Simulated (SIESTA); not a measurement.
Crystal: GaAs.

```
As Ga
1.0
     0.00000    2.82685    2.82685
     2.82685    0.00000    2.82685
     2.82685    2.82685    0.00000
As Ga
1 1
Direct
  0.75000 0.75000 0.75000
  0.00000 0.00000 0.00000
```

Base run:

* Program: SIESTA 5.4.2
* Functional: PBE
* Potentials or basis: PseudoDojo 0.4 standard (PBE files)
* Basis: TZP (energy shift 0.01 Ry)
* Grid cutoff: 800 Ry
* Energy shift: 0.01 Ry
* k mesh: 8 × 8 × 8
* Occupations: fermi-dirac, width 0.05 eV
* Spin: no spin polarisation

Its results: band gap on the k mesh 0.56 eV, direct; pressure 3.0 GPa.

Problem. The run is repeated on the same cell with these changes: basis from TZP (energy shift 0.01 Ry) to TZDP (energy shift 0.01 Ry). What comes out?

Solution. Band gap on the k mesh 0.57 eV, direct; pressure 4.1 GPa.

Caveats: semicore shells carry a single zeta, which can move pressures by several GPa and volumes by a few percent; the basis of atomic orbitals isn't converged, which shifts pressures, moduli and gaps.
